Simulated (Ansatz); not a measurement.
# In (Im-3m) in Ansatz: further runs

One crystal, In, is run at these levels: PBEsol; tasks: relaxation of cell and atoms.

All numbers are computed with Ansatz 0.2.0; they aren't measurements. Logs are shortened: lines on timing, memory, paths and dates and some standing lists are left out, and cuts for length are marked.

## (1) The crystal as given

It takes space group Im-3m (No. 229, cubic). Conventional cell: a = 3.765 Å, b = 3.765 Å, c = 3.765 Å, α = 90.00°, β = 90.00°, γ = 90.00°. In (site symmetry m-3m) is surrounded by 8 In at 3.26 Å.

This isn't the form of In at room conditions, which is tetragonal.

## (2) Relaxation of cell and atoms, PBEsol, target pressure 5 GPa, at which the enthalpy is minimised

input.yaml reads:

```yaml
crystal:
  lattice:
    - [-1.88252524, 1.88252524, 1.88252524]
    - [1.88252524, -1.88252524, 1.88252524]
    - [1.88252524, 1.88252524, -1.88252524]
  atoms:
    - { symbol: In, position: [0.0, 0.0, 0.0] }
hamiltonian:
  xc: pbesol
  pseudopotentials: { kind: paw }
kpoints:
  mp_grid: { grid: [10, 10, 10] }
scf:
  occupations: { method: fermi_dirac, width: 0.05 }
output:
  forces: true
  stress: true
  eigenvalues: true
relax:
  f_tol: 0.01
  max_steps: 40
  cell: { stress_tol: 0.05, p_target: 5.0 }
```

Potentials or basis: Ansatz PAW.

The run is started by

```console
$ ansatz run input.yaml --threads 2 --pin off --max-ram 5632MiB --backend cpu --events-out ev --progress --plain --runs-dir out
```

Log:

```text
Warning: RAYON_NUM_THREADS=2 ignored (pool sized by the plan → 2); use --threads N
Engine: ansatz 0.2.0, x86_64-unknown-linux-gnu
Pseudopotentials: kind: paw
Pseudopotential: In, paw, valence charge 13, recommended cutoff 420 eV (normal), In.paw.azcp
Functional definition: PBEsol
  exchange = pbesol_x
  correlation = pbesol_c
Crystal: 1 atoms, lattice volume = 26.686 Å³
Basis set: ecut = 420 eV, 531 PW (Γ), exchange–correlation on 48×48×48 points (8 copies of the dense FFT grid, shifted against one another)
Bands: 11, of which v1, the nominal top of the filled ones, is band 7 counted from 1 (6 counted from 0)
Symmetry: 48 space group operations
Space group: Im-3m (ITA 229), of the structure as read, at distance tolerance 3.0e-5 Å
k-points: 47 of 1000
Non-local potential: In, projectors of the file, l = 0: 2, l = 1: 2, l = 2: 2, l = 3: 2
PAW form: soft (Blöchl's): semilocal exchange-correlation on the pseudo side does not see the compensation charge
PAW frozen core: In, regenerated for the run's functional, and the local potential with it (the file was generated under x = pbe(κ = 0.804, μ = 0.2195149727645171), c = pbe(β = 0.06672455060314922))
PAW one-centre angular grid: In, 590 points (default); XC on 64 Gauss nodes
Initial density: superposition of atomic densities (neutral atoms: chi_scale 0, normalization atom), corrected by the library's trained network
Initial wavefunctions: pseudopotential atomic-orbital guess
Functional: x = pbesol(κ = 0.804, μ = 0.12345679012345678), c = pbesol(β = 0.046)
SCF iter   1: F=—  HF=-5525.399048 eV  |F-HF|=—  |Δ(HF+E_count)|=         —  Δρ=3.17e-3  dr2=2.41e-3  ethr=1.77e-3  ⟨swp⟩=5.7  Hψ=3094  notcnv=0
preconditioner: auto → Kerker (q_TF=auto, 2.420 Å⁻¹)  [metal: Δε(μ)=0.034 eV  Ē_g=19.616 eV  σ=0.050 eV  W_gap=0.17  n_scr=12 (ndim 8)  ℏωp=25.9 eV  f_vac=0.000  D(μ)=0.77/eV (n_scr^D=0)]
SCF iter   2: F=—  HF=-5525.397368 eV  |F-HF|=—  |Δ(HF+E_count)|=   1.68e-3  Δρ=1.28e-3  dr2=4.80e-4  ethr=1.85e-5  ⟨swp⟩=1.6  Hψ=994  notcnv=0
SCF iter   3: F=—  HF=-5525.397166 eV  |F-HF|=—  |Δ(HF+E_count)|=   2.02e-4  Δρ=3.33e-4  dr2=1.77e-5  ethr=3.69e-6  ⟨swp⟩=2.2  Hψ=769  notcnv=0  defer=2
SCF iter   4: F=—  HF=-5525.397166 eV  |F-HF|=—  |Δ(HF+E_count)|=   4.51e-8  Δρ=2.06e-4  dr2=9.56e-6  ethr=1.36e-7  ⟨swp⟩=2.0  Hψ=781  notcnv=0  defer=2
iter 5 did not close the SCF: its close was put off for the readings that it lacked (scf_convergence_deferred on its scf_iter line)
SCF iter   5: F=-5525.397161 eV  HF=-5525.397161 eV  |F-HF|=6.23e-10  |Δ(HF+E_count)|=   5.11e-6  Δρ=1.82e-5  dr2=6.52e-8  ethr=7.35e-8  ⟨swp⟩=2.0  Hψ=791  notcnv=0  defer=2
SCF iter   6: F=-5525.397161 eV  HF=-5525.397161 eV  |F-HF|=7.51e-10  |Δ(HF+E_count)|=   4.21e-9  Δρ=3.92e-6  dr2=2.68e-9  ethr=5.02e-10  ⟨swp⟩=4.7  Hψ=2350  notcnv=0
SCF 1 converged in 6 iterations: F = -5525.397161 eV  dr2 = 2.68e-9
relax step   1: F+E_penalty+E_count = -5525.39716086 eV  Δ(F+E_penalty+E_count) = +0.000e0 eV  max|allowed force component| = 0.000e0 eV/Å  Δτ_max = 0.0000 Å  P = -1.336 GPa  Ω = 26.686 Å³  (6 SCF iters, dr2 threshold 1.00e-7 eV, accepted)
[... 33 lines left out ...]
preconditioner: auto → none  [insulator: Δε(μ)=0.185 eV  Ē_g=20.477 eV  σ=0.050 eV  W_gap=0.67  n_scr=12 (ndim 8)  ℏωp=27.6 eV  f_vac=0.000  D(μ)=0.35/eV (n_scr^D=0)  ε∞_Penn≈2.8]
SCF iter   2: F=—  HF=-5525.369585 eV  |F-HF|=—  |Δ(HF+E_count)|=   5.83e-7  Δρ=9.47e-5  dr2=4.05e-7  ethr=1.53e-8  ⟨swp⟩=2.0  Hψ=756  notcnv=0
SCF iter   3: F=—  HF=-5525.369586 eV  |F-HF|=—  |Δ(HF+E_count)|=   3.46e-7  Δρ=2.05e-5  dr2=1.79e-8  ethr=3.11e-9  ⟨swp⟩=2.1  Hψ=623  notcnv=0
SCF iter   4: F=—  HF=-5525.369586 eV  |F-HF|=—  |Δ(HF+E_count)|=   6.74e-9  Δρ=2.56e-6  dr2=4.87e-10  ethr=1.37e-10  ⟨swp⟩=2.0  Hψ=757  notcnv=0
SCF iter   5: F=-5525.369586 eV  HF=-5525.369586 eV  |F-HF|=0.00e0  |Δ(HF+E_count)|=  3.13e-10  Δρ=9.14e-8  dr2=5.94e-13  ethr=1.00e-12  ⟨swp⟩=4.7  Hψ=2214  notcnv=0
SCF 5 converged in 5 iterations: F = -5525.369586 eV  dr2 = 5.94e-13
relax step   5: F+E_penalty+E_count = -5525.36958558 eV  Δ(F+E_penalty+E_count) = +6.742e-4 eV  max|allowed force component| = 0.000e0 eV/Å  Δτ_max = 0.0000 Å  P = +4.974 GPa  Ω = 23.519 Å³  stress off target by 2.59e-2 GPa  SCF on the basis re-selected at this cell (its energy is not comparable with the rows above)  (5 SCF iters)
basis re-selected at this cell: Δ(F+E_penalty+E_count) = +6.742e-4 eV, ΔP = -0.019 GPa vs the last step (what re-selecting the basis moved, of the pressure what is left beyond the Pulay correction that the steps carried, after the strain that the cell walked since its last selection, with what the two solves' SCF thresholds leave and, on support functions, any second-order correction that the steps lacked; it is no measure of the basis error at this ecutwfc). This SCF's stress stands 2.59e-2 GPa from its target on what of the cell is left free (relax.cell.stress_tol is 5.00e-2 GPa) and its largest allowed force component is 0.00e0 eV/Å (relax.f_tol is 1.00e-2 eV/Å): within both
SCF converged after 5 iterations
Free energy (F): -5525.369586 eV
Harris-Foulkes:  -5525.369586 eV  (|F-HF|=0.00e0)
Internal energy: -5525.366500 eV  (E = F + TS)
E sigma→0 (E₀):  -5525.368043 eV
Entropy (-TS):   -0.003086 eV (-3.086 meV/atom)
Fermi energy:    11.609279 eV
--- Per-component energies (eV) ---
  E_band       = -6.176705
  E_kinetic    = 243.010706
  E_local      = -1009.635519  (includes V_loc(G=0)·N_el)
  E_nonlocal   = 367.425620
  E_hartree    = 396.552104
  E_xc         = -214.852039
  E_vxc        = -101.479669  (∫ρ·V_xc dr)
  E_paw        = -4081.409447  (= ΣΔE_a)
  E_vpaw       = -298.602090  (= ΣTr[D̂ρ^β])
  E_aug_tail   = 0.000025  (compensation charges beyond the density's cutoff)
  E_ewald      = -1226.693851
  E_core_change = 0.235902  (= ΣΔE_core)
  E_smearing   = -0.003086  (= −TS)
  E_closure    = 0.000000  (closes the sum)
  Σ components = -5525.369586   (vs F -5525.369586, Δ=0.00e0)
--- Forces (eV/Å), atoms counted from 1 ---
  atom   1  In    -0.00000000     0.00000000    -0.00000000
  max |Σ_I F_I| component: 5.51e-31 eV/Å
--- Stress (GPa, compression-positive) ---
        4.974082       0.000000      -0.000000
        0.000000       4.974082      -0.000000
        0.000000       0.000000       4.974082
  P = ⅓ Tr σ = 4.9741 GPa (49.741 kbar)
--- Band table (eV; the first three rows and the last of 47) ---
  k-point 0: bands = ["-3.0881", "-3.0881", "-3.0881", "-2.7211", "-2.7211", "1.3299", "23.9947", "23.9947", "23.9947", "24.9585", "24.9585"]
  k-point 1: bands = ["-3.1031", "-3.0768", "-3.0342", "-2.7366", "-2.7213", "1.5825", "21.4816", "22.8184", "23.1755", "24.2421", "24.4033"]
  k-point 2: bands = ["-3.1420", "-3.0655", "-2.8901", "-2.7661", "-2.7217", "2.3536", "17.6280", "20.9855", "21.6653", "23.5610", "23.5658"]
  k-point 46: bands = ["-3.2555", "-3.2555", "-2.5474", "-2.5474", "-2.5474", "12.9019", "12.9019", "12.9019", "13.4879", "17.1576", "17.1576"]
--- Relaxed structure (4 steps of the walk, 4 accepted, 1 SCFs on fresh bases) ---
  F+E_penalty+E_count = -5525.36958558 eV   max|allowed force component| = 0.000e0 eV/Å   (the final SCF, on the basis selected at the relaxed cell)
  cell:  # Å, volume = 23.5189 Å³
    - [-1.80489624086058, 1.80489624086058, 1.80489624086058]
    - [1.80489624086058, -1.80489624086058, 1.80489624086058]
    - [1.80489624086058, 1.80489624086058, -1.80489624086058]
  atoms:
    - { symbol: In, position: [0.0, 0.0, 0.0] }
```

It took 1.8 s on 2 threads of AMD EPYC 9R14 (Zen 4), shared host; peak memory 0.36 GiB.

What came out:

| Item | Value |
| --- | --- |
| Free energy | -5525.3696 eV |
| Relaxed volume | 23.52 Å³/atom |
| Relaxed cell | a = 3.126 Å, b = 3.126 Å, c = 3.126 Å, α = 109.47°, β = 109.47°, γ = 109.47° |
| Space group after relaxing (to 0.05 Å) | Im-3m (No. 229) |
| Energy change on relaxing (the enthalpy is what falls) | +27.6 meV/atom |
| Ionic steps | 5 |
| Pressure after relaxing | 5.0 GPa |
| Band gap on the k mesh | none (metal or under the smearing width) |

Step by step:
| step | energy change (eV) | largest force (eV/Å) | volume (Å³) |
| --- | --- | --- | --- |
| 1 | 0.0000 | 0.0000 | 26.69 |
| 2 | 0.0373 | 0.0000 | 23.21 |
| 3 | 0.0243 | 0.0000 | 23.61 |
| 4 | 0.0269 | 0.0000 | 23.52 |
| 5 | 0.0276 | 0.0000 | 23.52 |

Final structure:
```yaml
crystal:
  lattice:
    - [-1.80490, 1.80490, 1.80490]
    - [1.80490, -1.80490, 1.80490]
    - [1.80490, 1.80490, -1.80490]
  atoms:
    - { symbol: In, position: [0.00000, 0.00000, 0.00000] }
```

Levels at points of the mesh, in eV from the Fermi level:
| k point | band 2 | band 3 | band 4 | band 5 | band 6 | band 7 | band 8 | band 9 | band 10 | band 11 |
| --- | --- | --- | --- | --- | --- | --- | --- | --- | --- | --- |
| (0.00, 0.00, 0.00) | -14.70 | -14.70 | -14.33 | -14.33 | -10.28 | 12.39 | 12.39 | 12.39 | 13.35 | 13.35 |
| (0.00, 0.00, -0.50) | -14.78 | -14.35 | -14.33 | -14.10 | -3.88 | -3.61 | 6.47 | 7.76 | 10.79 | 11.11 |
| (-0.50, -0.50, -0.50) | -14.86 | -14.16 | -14.16 | -14.16 | 1.29 | 1.29 | 1.29 | 1.88 | 5.55 | 5.55 |

Caveat: the plane-wave basis is chosen anew once the cell has moved, so the energies of steps on either side of that aren't comparable; the PAW data sets come from PBE, with cores solved anew for the run's functional, which leaves a small shift of forces and pressure.

(Part 1 of 2 ends here.)
